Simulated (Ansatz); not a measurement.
## Simulated XPS, UPS and emission spectra of V3Si

Wanted: projected DOS of V3Si, weighted into photoemission and X-ray emission spectra, at several levels of theory.

Main program and level: Ansatz 0.2.0; DFT, PBE, plane-wave PAW, default files, scalar-relativistic, in the first sound run; inputs show where later runs differ.

**1. Starting point**

It takes space group Pm-3n (No. 223, cubic). The conventional cell has a = 4.732 Å, b = 4.732 Å, c = 4.732 Å, α = 90.00°, β = 90.00°, γ = 90.00°. Nearest to V lie 2 V at 2.37 Å and 4 Si at 2.65 Å. Nearest to Si lie 12 V at 2.65 Å. Farther neighbours are not listed.

**2. The base run**

The base run gives the projected DOS, from which the spectra are built. The DOS is taken on a denser mesh than the density.

input.yaml reads:

```yaml
crystal:
  lattice:
    - [4.732, 0.0, 0.0]
    - [0.0, 4.732, 0.0]
    - [0.0, 0.0, 4.732]
  atoms:
    - { symbol: V, position: [0.0, 0.5, 0.25], spin: 2.0 }
    - { symbol: V, position: [0.0, 0.5, 0.75], spin: 2.0 }
    - { symbol: V, position: [0.5, 0.25, 0.0], spin: 2.0 }
    - { symbol: V, position: [0.75, 0.0, 0.5], spin: 2.0 }
    - { symbol: V, position: [0.5, 0.75, 0.0], spin: 2.0 }
    - { symbol: V, position: [0.25, 0.0, 0.5], spin: 2.0 }
    - { symbol: Si, position: [0.5, 0.5, 0.5] }
    - { symbol: Si, position: [0.0, 0.0, 0.0] }
magnetization:
  spin_polarized: true
kpoints:
  mp_grid: { grid: [8, 8, 8] }
  band_path:
    path:
      - [[0.0, 0.0, 0.0], [0.0, 0.5, 0.0], [0.5, 0.5, 0.0], [0.0, 0.0, 0.0], [0.5, 0.5, 0.5], [0.0, 0.5, 0.0]]
      - [[0.5, 0.5, 0.5], [0.5, 0.5, 0.0]]
    npoints: 15
scf:
  occupations: { method: fermi_dirac, width: 0.05 }
  n_extra_bands: 20
hamiltonian:
  xc: pbe
  pseudopotentials: { kind: paw }
output:
  forces: true
  stress: true
  dos:
    projected: true
    de: 0.05
    e_range: [-30, 12]
    nscf_kmesh: { grid: [12, 12, 12] }
  fatbands: true
```

Started as:

```console
$ ansatz run input.yaml --threads 4 --pin off --max-ram 8192MiB --backend cpu --events-out ev --progress --plain --runs-dir out
```

Numbers of over 12 decimals in the logs are rounded to 6 here.

What it wrote:

```text
scf.n_extra_bands = 20 over 43 filled bands (N_el = 86.0): the run solves 63 bands
Engine: ansatz 0.2.0, x86_64-unknown-linux-gnu
Pseudopotentials: kind: paw
Pseudopotential: V, paw, valence charge 13, recommended cutoff 420 eV (normal), V.paw.azcp
Pseudopotential: Si, paw, valence charge 4, recommended cutoff 420 eV (normal), Si.paw.azcp
Functional definition: PBE
  parameter kappa = 0.804
  parameter beta = 0.066725
  exchange = pbe_x(kappa = kappa, mu = beta*pi^2/3)
  correlation = pbe_c(beta = beta)
Crystal: 8 atoms, lattice volume = 105.958 Å³
Basis set: ecut = 420 eV, 2103 PW (Γ), exchange–correlation on 64×64×64 points (8 copies of the dense FFT grid, shifted against one another)
Bands: 63, of which v1, the nominal top of the filled ones, is band 43 counted from 1 (42 counted from 0)
Symmetry: 48 space group operations
Space group: Pm-3n (ITA 223), of the structure as read, at distance tolerance 4.7e-5 Å
Magnetic group: BNS 223.104 (UNI 1606), of the structure as read, at distance tolerance 4.7e-5 Å
k-points: 35 of 512
Non-local potential: V, projectors of the file, l = 0: 3, l = 1: 2, l = 2: 3, l = 3: 1
Non-local potential: Si, projectors of the file, l = 0: 2, l = 1: 2, l = 2: 2
PAW form: soft (Blöchl's): semilocal exchange-correlation on the pseudo side does not see the compensation charge
PAW one-centre angular grid: V, 590 points (default); XC on 64 Gauss nodes
PAW one-centre angular grid: Si, 110 points (default); XC on 64 Gauss nodes
Initial density: superposition of atomic densities (chi_scale 0.1, normalization cell)
Starting moments: Σ|m| = 12 μB on 6 of 8 sites
Initial wavefunctions: pseudopotential atomic-orbital guess
Functional: x = pbe(κ = 0.804, μ = 0.219515), c = pbe(β = 0.066725)
SCF iter   1: F=—  HF=-18754.074236 eV  |F-HF|=—  |Δ(HF+E_count)|=         —  Δρ=1.46e-1 (↑1.46e-1 ↓7.97e-2)  dr2=6.61e0  dr2_m=1.17e1  M=1.705 μB ∫|m|=2.021 μB  β_m=0.30  ethr=3.10e-3  ⟨swp⟩=5.9  Hψ=15016  notcnv=0
Mixer restart at iter 1: flushing history
preconditioner: auto → Kerker (q_TF=auto, 2.635 Å⁻¹)  [metal: Δε(μ)=0.006 eV  Ē_g=6.059 eV  σ=0.050 eV  W_gap=0.03  n_scr=26 (ndim 8)  ℏωp=22.2 eV  f_vac=0.000  D(μ)=7.11/eV (n_scr^D=80)]
spin=Collinear: Kerker preconditioning applied to the charge; magnetization (m = ρ↑ − ρ↓) channel mixes plain (no charge-response kernel on spin).
SCF iter   2: F=—  HF=-18749.657822 eV  |F-HF|=—  |Δ(HF+E_count)|=    4.42e0  Δρ=9.40e-2 (↑9.40e-2 ↓6.51e-2)  dr2=1.85e0  dr2_m=5.87e0  M=1.688 μB ∫|m|=1.920 μB  β_m=0.60  ethr=3.10e-3  ⟨swp⟩=2.1  Hψ=6723  notcnv=0  defer=740
SCF iter   3: F=—  HF=-18749.695431 eV  |F-HF|=—  |Δ(HF+E_count)|=   3.76e-2  Δρ=1.84e-2 (↑1.26e-2 ↓1.84e-2)  dr2=2.21e-1  dr2_m=2.11e-1  M=1.197 μB ∫|m|=1.271 μB  β_m=0.73  ethr=2.15e-3  ⟨swp⟩=2.5  Hψ=7101  notcnv=0  defer=740
SCF iter   4: F=—  HF=-18749.843191 eV  |F-HF|=—  |Δ(HF+E_count)|=   1.48e-1  Δρ=4.18e-3 (↑2.41e-3 ↓4.18e-3)  dr2=2.88e-2  dr2_m=7.82e-3  M=0.716 μB ∫|m|=0.744 μB  β_m=0.87  ethr=2.57e-4  ⟨swp⟩=2.2  Hψ=6719  notcnv=0  defer=729
SCF iter   5: F=—  HF=-18749.833372 eV  |F-HF|=—  |Δ(HF+E_count)|=   9.82e-3  Δρ=2.30e-3 (↑2.30e-3 ↓9.74e-4)  dr2=8.33e-3  dr2_m=8.57e-4  M=0.437 μB ∫|m|=0.447 μB  β_m=0.93  ethr=3.35e-5  ⟨swp⟩=2.1  Hψ=6796  notcnv=0  defer=700
SCF iter   6: F=—  HF=-18749.839760 eV  |F-HF|=—  |Δ(HF+E_count)|=   6.39e-3  Δρ=1.23e-3 (↑1.23e-3 ↓9.46e-4)  dr2=1.44e-4  dr2_m=1.14e-3  M=0.370 μB ∫|m|=0.378 μB  β_m=0.97  ethr=9.68e-6  ⟨swp⟩=2.0  Hψ=6342  notcnv=0  defer=700
SCF iter   7: F=—  HF=-18749.839975 eV  |F-HF|=—  |Δ(HF+E_count)|=   2.15e-4  Δρ=8.12e-4 (↑8.12e-4 ↓7.70e-4)  dr2=1.87e-5  dr2_m=6.06e-4  M=0.294 μB ∫|m|=0.300 μB  β_m=0.98  ethr=1.67e-7  ⟨swp⟩=2.5  Hψ=6441  notcnv=0  defer=700
SCF iter   8: F=—  HF=-18749.840231 eV  |F-HF|=—  |Δ(HF+E_count)|=   2.56e-4  Δρ=2.46e-4 (↑2.28e-4 ↓2.46e-4)  dr2=1.65e-6  dr2_m=5.40e-5  M=0.103 μB ∫|m|=0.105 μB  β_m=0.99  ethr=2.18e-8  ⟨swp⟩=2.8  Hψ=8121  notcnv=0  defer=700
SCF iter   9: F=—  HF=-18749.840255 eV  |F-HF|=—  |Δ(HF+E_count)|=   2.38e-5  Δρ=5.94e-5 (↑5.33e-5 ↓5.94e-5)  dr2=3.20e-7  dr2_m=3.00e-6  M=0.027 μB ∫|m|=0.028 μB  β_m=1.00  ethr=1.92e-9  ⟨swp⟩=3.0  Hψ=8783  notcnv=0  defer=700
SCF iter  10: F=—  HF=-18749.840258 eV  |F-HF|=—  |Δ(HF+E_count)|=   3.27e-6  Δρ=7.17e-6 (↑7.17e-6 ↓3.33e-6)  dr2=4.86e-8  dr2_m=1.67e-8  M=-0.001 μB ∫|m|=0.001 μB  β_m=1.00  ethr=3.72e-10  ⟨swp⟩=3.0  Hψ=8519  notcnv=0  defer=700
SCF iter  11: F=—  HF=-18749.840258 eV  |F-HF|=—  |Δ(HF+E_count)|=  4.95e-10  Δρ=2.08e-6 (↑1.24e-6 ↓2.08e-6)  dr2=1.21e-9  dr2_m=2.47e-9  M=-0.000 μB ∫|m|=0.000 μB  β_m=1.00  ethr=5.65e-11  ⟨swp⟩=2.6  Hψ=7358  notcnv=0  defer=700
SCF iter  12: F=—  HF=-18749.840258 eV  |F-HF|=—  |Δ(HF+E_count)|=  2.58e-10  Δρ=3.83e-7 (↑3.73e-7 ↓3.83e-7)  dr2=4.78e-10  dr2_m=1.81e-11  M=0.000 μB ∫|m|=0.000 μB  β_m=1.00  ethr=1.41e-12  ⟨swp⟩=2.0  Hψ=7537  notcnv=0  defer=700
SCF iter  13: F=-18749.840258 eV  HF=-18749.840258 eV  |F-HF|=0.00e0  |Δ(HF+E_count)|=    0.00e0  Δρ=5.47e-8 (↑5.47e-8 ↓4.06e-8)  dr2=1.76e-12  dr2_m=1.66e-12  M=0.000 μB ∫|m|=0.000 μB  ethr=1.00e-12  ⟨swp⟩=6.7  Hψ=15982  notcnv=0
SCF 1 converged in 13 iterations: F = -18749.840258 eV  dr2 = 1.76e-12
  greatest PAW one-centre occupation: 1.000 electrons in one spin orbital (limit 2), on the V atom at site 5 (counted from 0), in its partial waves of l = 0
WARN: the starting moments were not kept: the SCF closed with an absolute magnetisation of 4.5e-5 μB, where they sum to 12 μB in size (6 sites). That is at most 0.1 of that sum. Measured as dr2_m measures the in/out step, that magnetisation stands 1.7e-10 eV from none, at or under the dr2_threshold of 1.0e-7 eV: it is no larger than a step whose dr2_m would equal this threshold. The system may hold no moment; this SC [...]
NSCF: frozen V_eff on 92 k-points
NSCF: frozen V_eff on 84 k-points
SCF converged after 13 iterations
Magnetization: 0.0000 μB (43.0000 up, 43.0000 down)
Absolute magnetization: 0.0000 μB (∫|ρ↑−ρ↓|, with the PAW one-centre terms)
Spin contamination: 0.0000 ħ² per cell (⟨S²⟩ above its minimum at these occupations)
Per-site moments (μB) at R_I (Å): [(5.363085627391024e-6, 0.975975), (5.363085627377168e-6, 0.975975), (5.363085627067235e-6, 0.975975), (5.36308562747099e-6, 0.975975), (5.36308562706059e-6, 0.975975), (5.363085627476074e-6, 0.975975), (-1.0937898244174788e-7, 1.091173), (-1.093789825590547e-7, 1.091173)]
Free energy (F): -18749.840258 eV
Harris-Foulkes:  -18749.840258 eV  (|F-HF|=0.00e0)
Internal energy: -18749.726257 eV  (E = F + TS)
E sigma→0 (E₀):  -18749.783257 eV
Entropy (-TS):   -0.114001 eV (-14.250 meV/atom)
Fermi energy:    15.445910 eV
--- Per-component energies (eV) ---
  E_band       = -883.792224
  E_kinetic    = 2107.090591
  E_local      = -6283.841264  (includes V_loc(G=0)·N_el)
  E_nonlocal   = -223.875795
  E_hartree    = 2901.290850
  E_xc         = -897.355917
  E_vxc        = -1091.661855  (∫ρ·V_xc dr)
  E_paw        = -7703.467518  (= ΣΔE_a)
  E_vpaw       = -1194.087081  (= ΣTr[D̂ρ^β])
  E_aug_tail   = 0.001468  (compensation charges beyond the density's cutoff)
  E_ewald      = -8649.568672
  E_smearing   = -0.114001  (= −TS)
  E_closure    = 0.000000  (closes the sum)
  Σ components = -18749.840258   (vs F -18749.840258, Δ=0.00e0)
--- Forces (eV/Å), atoms counted from 1 ---
  atom   1  V     -0.00000000     0.00000000     0.00000000
  atom   2  V     -0.00000000     0.00000000     0.00000000
  atom   3  V     -0.00000000    -0.00000000     0.00000000
  atom   4  V      0.00000000     0.00000000     0.00000000
  atom   5  V      0.00000000     0.00000000     0.00000000
  atom   6  V      0.00000000    -0.00000000     0.00000000
  atom   7  Si    -0.00000000    -0.00000000     0.00000000
  atom   8  Si    -0.00000000     0.00000000     0.00000000
  max |Σ_I F_I| component: 2.54e-17 eV/Å
--- Stress (GPa, compression-positive) ---
       -3.630806      -0.000000       0.000000
        0.000000      -3.630806       0.000000
        0.000000       0.000000      -3.630806
  P = ⅓ Tr σ = -3.6308 GPa (-36.308 kbar)
--- Band table (eV; the first three rows and the last of 70) ---
  k-point 0 ↑: bands = [... 39 lower, 14.8673, 14.8673, 14.8673, 15.4268, 15.4268, 17.4046, 17.4046, 17.4046, ... 16 higher]
  k-point 1 ↑: bands = [... 39 lower, 14.8683, 14.8890, 14.8890, 15.4462, 15.4697, 17.2330, 17.3540, 17.3540, ... 16 higher]
  k-point 2 ↑: bands = [... 39 lower, 14.8645, 14.8874, 14.8874, 15.4472, 15.5111, 16.7178, 17.2549, 17.2549, ... 16 higher]
  k-point 34 ↓: bands = [... 39 lower, 15.4092, 15.4092, 15.4092, 15.4889, 15.4889, 15.4889, 15.4889, 15.4889, ... 16 higher]
```

The job ended after 29 s (4 threads of Intel Xeon at 2.60GHz (Ice Lake), shared host; peak memory 0.88 GiB).

Numbers from this step:

```yaml
free_energy: -18749.8403 eV
energy_at_zero_smearing: -18749.7833 eV
smearing_term_ts: 0.1140 eV
fermi_energy: 15.45 eV
symmetry_operations: 48
pressure: -3.631 GPa
zero_of_energy: Fermi level
share_of_occupied_states_in_no_projected_shell: 0.0232 of the occupied states in the window
dos_at_the_fermi_level: 17.38 states/eV/cell
```

The electronic bands at the labelled points (eV, zero at the Fermi level; # counts the bands kept):

| point | up #17 | up #18 | up #19 | up #20 | down #17 | down #18 | down #19 | down #20 |
| --- | --- | --- | --- | --- | --- | --- | --- | --- |
| Γ | -0.58 | -0.58 | -0.02 | -0.02 | -0.58 | -0.58 | -0.02 | -0.02 |
| 0.47 of the way | -0.55 | -0.55 | 0.01 | 0.07 | -0.55 | -0.55 | 0.01 | 0.07 |
| X | -0.66 | -0.66 | -0.45 | -0.45 | -0.66 | -0.66 | -0.45 | -0.45 |
| 0.53 of the way | -0.30 | -0.25 | -0.14 | -0.14 | -0.30 | -0.25 | -0.14 | -0.14 |
| M | -0.02 | 0.37 | 0.37 | 0.43 | -0.02 | 0.37 | 0.37 | 0.43 |
| 0.47 of the way | -0.32 | -0.32 | -0.20 | 0.06 | -0.32 | -0.32 | -0.20 | 0.06 |
| Γ | -0.58 | -0.58 | -0.02 | -0.02 | -0.58 | -0.58 | -0.02 | -0.02 |
| 0.47 of the way | -0.55 | -0.24 | -0.11 | -0.11 | -0.55 | -0.24 | -0.11 | -0.11 |
| R | -0.04 | -0.04 | 0.04 | 0.04 | -0.04 | -0.04 | 0.04 | 0.04 |
| 0.47 of the way | -0.23 | -0.23 | 0.06 | 0.06 | -0.23 | -0.23 | 0.06 | 0.06 |
| X | -0.66 | -0.66 | -0.45 | -0.45 | -0.66 | -0.66 | -0.45 | -0.45 |
| jump to R | -0.04 | -0.04 | 0.04 | 0.04 | -0.04 | -0.04 | 0.04 | 0.04 |
| 0.47 of the way | -0.05 | 0.10 | 0.10 | 0.13 | -0.05 | 0.10 | 0.10 | 0.13 |
| M | -0.02 | 0.37 | 0.37 | 0.43 | -0.02 | 0.37 | 0.37 | 0.43 |

Of the projections kept (V s, V d, Si s, Si p, not projected), the largest for each band there; the rest of the weight can lie on other orbitals:

| point | up #17 | up #18 | up #19 | up #20 | down #17 | down #18 | down #19 | down #20 |
| --- | --- | --- | --- | --- | --- | --- | --- | --- |
| Γ | V d 0.91 | V d 0.91 | V d 0.86 | V d 0.86 | V d 0.91 | V d 0.91 | V d 0.86 | V d 0.86 |
| X | V d 0.95 | V d 0.95 | V d 0.78 | V d 0.78 | V d 0.95 | V d 0.95 | V d 0.78 | V d 0.78 |
| M | V d 0.51 | V d 0.94 | V d 0.94 | V d 0.99 | V d 0.51 | V d 0.94 | V d 0.94 | V d 0.99 |
| Γ | V d 0.91 | V d 0.91 | V d 0.86 | V d 0.86 | V d 0.91 | V d 0.91 | V d 0.86 | V d 0.86 |
| R | V d 0.95 | V d 0.95 | V d 0.91 | V d 0.91 | V d 0.95 | V d 0.95 | V d 0.91 | V d 0.91 |
| X | V d 0.95 | V d 0.95 | V d 0.78 | V d 0.78 | V d 0.95 | V d 0.95 | V d 0.78 | V d 0.78 |

The DOS has structure finer than the step of the table below, so its rows give means over 0.5 eV, whole bins alone (the curve runs from -11.3 to 4.67 eV). Peaks (eV: height): total -0.03: 17.6, 2.27: 18.5, 2.77: 19.5, 2.98: 16.0; V 3d -0.03: 15.5, 2.27: 17.2, 2.77: 18.5, 2.98: 14.5; Si 3p -4.62: 2.93, -3.52: 3.52, -2.73: 3.85, -1.73: 1.02; V 4s -8.12: 0.932, -4.62: 1.64, -3.52: 0.923, -1.73: 0.900; Si 3s -7.92: 4.01.

* holds the states left over by the projection beside any projected weight of its own. DOS against E, zero at the Fermi level; means over each step; values in states/eV/cell:

| E (eV) | total | V 3d | Si 3p | V 4s | Si 3s | V 4p* |
| --- | --- | --- | --- | --- | --- | --- |
| -10.5 | 0 | 0 | 0 | 0 | 0 | 0 |
| -10.0 | 0.0388 | 2.8e-4 | 1.7e-4 | 0.0249 | 0.0133 | 1.5e-4 |
| -9.5 | 0.508 | 0.00877 | 0.00749 | 0.297 | 0.190 | 0.00498 |
| -9.0 | 1.01 | 0.0432 | 0.0246 | 0.482 | 0.441 | 0.0172 |
| -8.5 | 1.93 | 0.179 | 0.0435 | 0.631 | 1.03 | 0.0423 |
| -8.0 | 4.31 | 0.732 | 0.0437 | 0.632 | 2.81 | 0.0967 |
| -7.5 | 0.202 | 0.0531 | 0.00154 | 0.00758 | 0.136 | 0.00339 |
| -7.0 | 0 | 0 | 0 | 0 | 0 | 0 |
| -6.5 | 0 | 0 | 0 | 0 | 0 | 0 |
| -6.0 | 0 | 0 | 0 | 0 | 0 | 0 |
| -5.5 | 0.0388 | 0.00686 | 0.0183 | 0.0127 | 3.3e-4 | 6.5e-4 |
| -5.0 | 1.88 | 0.366 | 0.875 | 0.556 | 0.0449 | 0.0404 |
| -4.5 | 4.57 | 1.22 | 1.99 | 1.08 | 0.184 | 0.0937 |
| -4.0 | 1.95 | 0.655 | 0.856 | 0.347 | 0.0542 | 0.0407 |
| -3.5 | 5.56 | 2.34 | 2.39 | 0.682 | 0.0187 | 0.120 |
| -3.0 | 5.49 | 2.80 | 2.24 | 0.329 | 0.00625 | 0.109 |
| -2.5 | 5.35 | 3.12 | 1.91 | 0.210 | 0.00479 | 0.101 |
| -2.0 | 6.30 | 5.00 | 0.560 | 0.506 | 0.0214 | 0.213 |
| -1.5 | 11.0 | 9.47 | 0.659 | 0.437 | 0.0402 | 0.405 |
| -1.0 | 7.53 | 6.78 | 0.264 | 0.262 | 0.0190 | 0.201 |
| -0.5 | 11.0 | 9.53 | 0.491 | 0.332 | 0.0653 | 0.591 |
| 0.0 | 11.6 | 10.1 | 0.445 | 0.387 | 0.0476 | 0.564 |
| 0.5 | 3.54 | 3.25 | 0.112 | 0.0196 | 0.00996 | 0.144 |
| 1.0 | 5.53 | 5.08 | 0.175 | 0.0637 | 0.0133 | 0.199 |
| 1.5 | 6.65 | 6.08 | 0.182 | 0.139 | 0.0245 | 0.223 |
| 2.0 | 12.9 | 12.0 | 0.333 | 0.177 | 0.0328 | 0.317 |
| 2.5 | 15.2 | 13.9 | 0.396 | 0.422 | 0.0936 | 0.396 |
| 3.0 | 13.5 | 12.2 | 0.445 | 0.246 | 0.320 | 0.285 |
| 3.5 | 5.22 | 4.26 | 0.454 | 0.182 | 0.158 | 0.168 |
| 4.0 | 3.01 | 1.97 | 0.552 | 0.135 | 0.197 | 0.149 |

Sums over each group's atoms; a table of it gives point samples, which can step over narrow peaks. The DOS of the group by E, zero at the Fermi level; values in states/eV:

| E (eV) | V1: V 3d | Si7: Si 3p | V1: V 4s | Si7: Si 3s |
| --- | --- | --- | --- | --- |
| -11 | 0 | 0 | 0 | 0 |
| -10 | 1.2e-4 | 5.1e-5 | 0.0124 | 0.00649 |
| -9 | 0.0414 | 0.0246 | 0.483 | 0.435 |
| -8 | 0.837 | 0.0475 | 0.721 | 3.24 |
| -7 | 0 | 0 | 0 | 0 |
| -6 | 0 | 0 | 0 | 0 |
| -5 | 0.319 | 0.798 | 0.518 | 0.0360 |
| -4 | 0.606 | 0.783 | 0.314 | 0.0518 |
| -3 | 2.64 | 2.04 | 0.309 | 0.00558 |
| -2 | 4.49 | 0.506 | 0.486 | 0.0160 |
| -1 | 6.62 | 0.250 | 0.257 | 0.0166 |
| 0 | 11.6 | 0.500 | 0.448 | 0.0513 |
| 1 | 5.18 | 0.180 | 0.0622 | 0.0130 |
| 2 | 12.4 | 0.342 | 0.166 | 0.0333 |
| 3 | 12.1 | 0.474 | 0.239 | 0.364 |
| 4 | 1.95 | 0.552 | 0.134 | 0.204 |

This run's widths, added to any smearing of the DOS itself: Gaussian 0.35 eV, Lorentzian 0.2 eV. The intensity by binding energy, zero at the Fermi level; values in % of the maximum within 13 eV:

| binding energy (eV) | 21.2 eV | 100 eV | 1486.7 eV | 5950 eV | 8047.8 eV |
| --- | --- | --- | --- | --- | --- |
| -1.0 | 2.54 | 2.55 | 1.97 | 0.580 | 0.538 |
| -0.5 | 7.20 | 7.20 | 5.39 | 1.47 | 1.34 |
| 0.0 | 64.0 | 63.9 | 47.1 | 12.3 | 11.2 |
| 0.5 | 94.4 | 94.4 | 68.7 | 16.9 | 15.2 |
| 1.0 | 73.6 | 73.7 | 52.7 | 12.8 | 11.5 |
| 1.5 | 88.9 | 89.0 | 66.2 | 18.0 | 16.6 |
| 2.0 | 55.4 | 55.6 | 46.0 | 16.9 | 16.4 |
| 2.5 | 36.5 | 37.3 | 34.0 | 10.8 | 10.0 |
| 3.0 | 32.4 | 33.4 | 34.7 | 13.5 | 13.0 |
| 3.5 | 26.6 | 27.6 | 36.1 | 20.3 | 20.3 |
| 4.0 | 11.7 | 12.1 | 21.1 | 15.2 | 15.5 |
| 4.5 | 14.8 | 15.5 | 36.8 | 31.6 | 32.6 |
| 5.0 | 6.69 | 7.07 | 19.3 | 17.7 | 18.4 |
| 5.5 | 1.45 | 1.51 | 3.49 | 3.00 | 3.09 |
| 6.0 | 0.755 | 0.782 | 1.82 | 1.51 | 1.53 |
| 6.5 | 0.597 | 0.622 | 1.93 | 1.71 | 1.72 |
| 7.0 | 0.652 | 0.690 | 3.35 | 3.18 | 3.18 |
| 7.5 | 2.18 | 2.38 | 17.4 | 16.9 | 16.8 |
| 8.0 | 10.1 | 11.1 | 97.3 | 96.9 | 96.9 |
| 8.5 | 4.56 | 5.01 | 53.1 | 55.9 | 56.5 |
| 9.0 | 1.94 | 2.10 | 26.8 | 29.8 | 30.5 |
| 9.5 | 0.916 | 0.971 | 13.4 | 15.5 | 15.9 |
| 10.0 | 0.320 | 0.336 | 3.19 | 3.55 | 3.64 |
| 10.5 | 0.185 | 0.194 | 1.09 | 1.11 | 1.13 |
| 11.0 | 0.145 | 0.150 | 0.667 | 0.655 | 0.663 |

Maxima picked by a test of local sharpness, so broad peaks and shoulders can be missing; peaks within 0.45 eV of a curve's cut are left out. Valence peaks, by row:

| photon energy (eV) | binding energy (eV) | height (% of the maximum within 13 eV) | main shell | its share (%) |
| --- | --- | --- | --- | --- |
| 21.2 | 8 | 10.24 | V 3d | 61.62 |
| 21.2 | 4.55 | 15.01 | V 3d | 79.49 |
| 21.2 | 1.55 | 89.6 | V 3d | 98.44 |
| 21.2 | 0.35 | 100 | V 3d | 98.69 |
| 100 | 8 | 11.31 | V 3d | 55.76 |
| 100 | 4.55 | 15.78 | V 3d | 75.58 |
| 100 | 1.55 | 89.72 | V 3d | 98.29 |
| 100 | 0.35 | 100 | V 3d | 98.67 |
| 1487 | 8.05 | 100 | Si 3s | 85.15 |
| 1487 | 4.6 | 38.64 | V 4s | 44.99 |
| 1487 | 3.4 | 37.51 | V 3d | 42.07 |
| 1487 | 2.75 | 35.82 | V 3d | 56.73 |
| 1487 | 1.6 | 68.07 | V 3d | 78.74 |
| 1487 | 0.35 | 73.49 | V 3d | 81.95 |
| 5950 | 8.05 | 100 | Si 3s | 83.88 |
| 5950 | 4.6 | 33.88 | V 4s | 75.87 |
| 5950 | 3.5 | 20.43 | V 4s | 78.14 |
| 5950 | 1.75 | 21.16 | V 4s | 66.15 |
| 5950 | 0.3 | 18.89 | V 4s | 52.14 |
| 8048 | 8.05 | 100 | Si 3s | 82.86 |
| 8048 | 4.6 | 35 | V 4s | 79.07 |
| 8048 | 3.5 | 20.49 | V 4s | 83.88 |
| 8048 | 1.75 | 20.11 | V 4s | 74.92 |
| 8048 | 0.3 | 17.13 | V 4s | 61.92 |

(Continued in part 2 of 3.)

[Logs are printed without paths, hosts, clocks, repeated set-up lines and the standing remarks that a program may print on its own settings, such as how far it seeks lower states.]

[Hosts, paths, dates, database ids (printed as entryN), source tags and the programs' standing remarks are cut or masked in the printed files.]

[Maps of the electrostatic potential energy from Ansatz leave out the sawtooth potential of an applied field or a dipole correction, so their vacuum need not be flat; work functions include it.]

[Peak lists hold at most the 14 tallest peaks of each spectrum; further lines can be left out.]
